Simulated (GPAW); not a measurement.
MgSe:

```
Se Mg
1.0
     0.00000    2.72550    2.72550
     2.72550    0.00000    2.72550
     2.72550    2.72550    0.00000
Se Mg
1 1
Direct
  0.50000 0.50000 0.50000
  0.00000 0.00000 0.00000
```

Base run:

```yaml
Program: GPAW 26.7.0
Functional: r2SCAN
Potentials_or_basis: GPAW PAW data sets (gpaw-data 1.2.1)
Cutoff: 800 eV
Basis: pw
k_mesh: 8 × 8 × 8
Occupations: fermi-dirac, width 0.05 eV
Spin: no spin polarisation
```

Its results: band gap on the k mesh 2.51 eV, indirect (least direct gap 3.54 eV).

Question: The run is repeated on the same cell with these changes: functional from r2SCAN to TB-mBJ; potentials or basis from GPAW PAW data sets (gpaw-data 1.2.1) to GPAW PAW data sets for LDA (gpaw-data 1.2.1). What comes out?

Answer: Band gap on the k mesh 2.75 eV, indirect (least direct gap 3.81 eV).

Caveats: a model potential gives levels but no total energy (some runs).
